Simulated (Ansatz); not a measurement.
# SnO2: the cost of one run

Program: Ansatz 0.2.0. Level of theory: DFT PBE, scalar-relativistic, plane waves, PAW. These are calculated values, not measurements.

### Step 1. The starting structure

It takes space group Pnnm (No. 58, orthorhombic). Conventional cell: a = 4.788 Å, b = 4.867 Å, c = 3.241 Å, α = 90.00°, β = 90.00°, γ = 90.00°. Sn (site symmetry 2/m) has 6 O at 2.09 to 2.10 Å as nearest neighbours. O (site symmetry m) has 3 Sn at 2.09 to 2.10 Å as nearest neighbours.

Coordinates:

```xyz
48
Lattice="-4.7880 -4.8666 3.2409 -4.7880 4.8666 3.2409 -9.5760 0.0000 -6.4818" Properties=species:S:1:pos:R:3 pbc="T T T"
Sn  -11.9700   -2.4333   -1.6204
Sn   -7.1820    2.4333   -1.6204
Sn  -11.9700    2.4333   -1.6204
Sn   -7.1820    2.4333    1.6204
Sn   -2.3940   -2.4333    1.6204
Sn   -7.1820   -2.4333   -1.6204
Sn   -7.1820   -2.4333    1.6204
Sn   -2.3940    2.4333    1.6204
Sn    0.0000    0.0000    0.0000
Sn   -9.5760    0.0000   -3.2409
Sn   -4.7880    0.0000    3.2409
Sn   -9.5760    0.0000    0.0000
Sn   -9.5760    0.0000    3.2409
Sn  -14.3640    0.0000    0.0000
Sn   -4.7880    0.0000   -3.2409
Sn   -4.7880    0.0000    0.0000
O   -12.9666   -3.3042   -3.2409
O    -8.1786    1.5624   -3.2409
O   -12.9666    1.5624   -3.2409
O    -8.1786    1.5624    0.0000
O    -8.1786    1.5624    3.2409
O   -12.9666    1.5624    0.0000
O    -8.1786   -3.3042    0.0000
O    -3.3906    1.5624    0.0000
O   -10.5726   -3.9957   -1.6204
O    -5.7846    0.8709   -1.6204
O   -10.5726    0.8709   -1.6204
O    -5.7846    0.8709    1.6205
O   -15.3606    0.8709   -1.6204
O   -10.5726    0.8709    1.6205
O    -5.7846   -3.9957    1.6205
O   -10.5726    0.8709   -4.8613
O   -13.3674   -0.8709   -1.6205
O   -13.3674   -0.8709    1.6204
O   -13.3674    3.9957   -1.6204
O    -8.5794    3.9957    1.6204
O    -3.7914   -0.8709    1.6204
O    -8.5794   -0.8709   -1.6205
O    -8.5794   -0.8709    1.6204
O    -8.5794   -0.8709    4.8613
O   -10.9734   -1.5624   -3.2409
O   -10.9734   -1.5624    0.0000
O   -15.7614   -1.5624    0.0000
O   -10.9734   -1.5624    3.2409
O    -6.1854    3.3042    3.2409
O   -10.9734    3.3042    0.0000
O    -6.1854   -1.5624    0.0000
O    -6.1854   -1.5624    3.2409
```

The runs take a perfect supercell of 48 atoms; the defect goes to fractional position (0.583, 0.083, 0.083).

### Step 2. The perfect supercell

Contents of input.yaml:

```yaml
crystal:
  lattice:
    - [-4.788004, -4.866582, 3.240898]
    - [-4.788004, 4.866582, 3.240898]
    - [-9.576008, 0.0, -6.481796]
  atoms:
    - { symbol: Sn, position: [0.75, 0.25, 0.75] }
    - { symbol: Sn, position: [0.0, 0.5, 0.5] }
    - { symbol: Sn, position: [0.25, 0.75, 0.75] }
    - { symbol: Sn, position: [0.25, 0.75, 0.25] }
    - { symbol: Sn, position: [0.5, 0.0, 0.0] }
    - { symbol: Sn, position: [0.5, 0.0, 0.5] }
    - { symbol: Sn, position: [0.75, 0.25, 0.25] }
    - { symbol: Sn, position: [0.0, 0.5, 0.0] }
    - { symbol: Sn, position: [0.0, 0.0, 0.0] }
    - { symbol: Sn, position: [0.25, 0.25, 0.75] }
    - { symbol: Sn, position: [0.5, 0.5, 0.0] }
    - { symbol: Sn, position: [0.5, 0.5, 0.5] }
    - { symbol: Sn, position: [0.75, 0.75, 0.25] }
    - { symbol: Sn, position: [0.75, 0.75, 0.75] }
    - { symbol: Sn, position: [0.0, 0.0, 0.5] }
    - { symbol: Sn, position: [0.25, 0.25, 0.25] }
    - { symbol: O, position: [0.766516, 0.087557, 0.927036] }
    - { symbol: O, position: [0.016516, 0.337557, 0.677036] }
    - { symbol: O, position: [0.266516, 0.587557, 0.927036] }
    - { symbol: O, position: [0.266516, 0.587557, 0.427036] }
    - { symbol: O, position: [0.516516, 0.837557, 0.177036] }
    - { symbol: O, position: [0.516516, 0.837557, 0.677036] }
    - { symbol: O, position: [0.766516, 0.087557, 0.427036] }
    - { symbol: O, position: [0.016516, 0.337557, 0.177036] }
    - { symbol: O, position: [0.837558, 0.016515, 0.677036] }
    - { symbol: O, position: [0.087558, 0.266515, 0.427036] }
    - { symbol: O, position: [0.337558, 0.516515, 0.677036] }
    - { symbol: O, position: [0.337558, 0.516515, 0.177036] }
    - { symbol: O, position: [0.587558, 0.766515, 0.927036] }
    - { symbol: O, position: [0.587558, 0.766515, 0.427036] }
    - { symbol: O, position: [0.837558, 0.016515, 0.177036] }
    - { symbol: O, position: [0.087558, 0.266515, 0.927036] }
    - { symbol: O, position: [0.662442, 0.483485, 0.822964] }
    - { symbol: O, position: [0.912442, 0.733485, 0.572964] }
    - { symbol: O, position: [0.162443, 0.983485, 0.822964] }
    - { symbol: O, position: [0.162442, 0.983485, 0.322964] }
    - { symbol: O, position: [0.412442, 0.233485, 0.072964] }
    - { symbol: O, position: [0.412442, 0.233485, 0.572964] }
    - { symbol: O, position: [0.662442, 0.483485, 0.322964] }
    - { symbol: O, position: [0.912442, 0.733485, 0.072964] }
    - { symbol: O, position: [0.483484, 0.162443, 0.822964] }
    - { symbol: O, position: [0.733484, 0.412443, 0.572964] }
    - { symbol: O, position: [0.983485, 0.662443, 0.822964] }
    - { symbol: O, position: [0.983484, 0.662443, 0.322964] }
    - { symbol: O, position: [0.233484, 0.912443, 0.072964] }
    - { symbol: O, position: [0.233485, 0.912443, 0.572964] }
    - { symbol: O, position: [0.483485, 0.162443, 0.322964] }
    - { symbol: O, position: [0.733485, 0.412443, 0.072964] }
basis:
  ecutwfc: 420
  fft_grid_basis: typed
kpoints:
  mp_grid: { grid: [2, 2, 1] }
hamiltonian:
  xc: pbe
  pseudopotentials: { kind: paw }
scf:
  occupations: { method: gaussian, width: 0.05 }
output:
  forces: true
  stress: false
  eigenvalues: true
  bader: false
  write_density: true
  volumetric_format: npy
```

Command:

```sh
> ansatz run input.yaml --threads 4 --pin off --max-ram 10240MiB --backend cpu --events-out ev --progress --plain --runs-dir out
```

Q: Estimate wall time and peak memory on 4 threads of Arm Neoverse V2, shared host.

About 6.8 s, with a peak of 2.3 GiB.
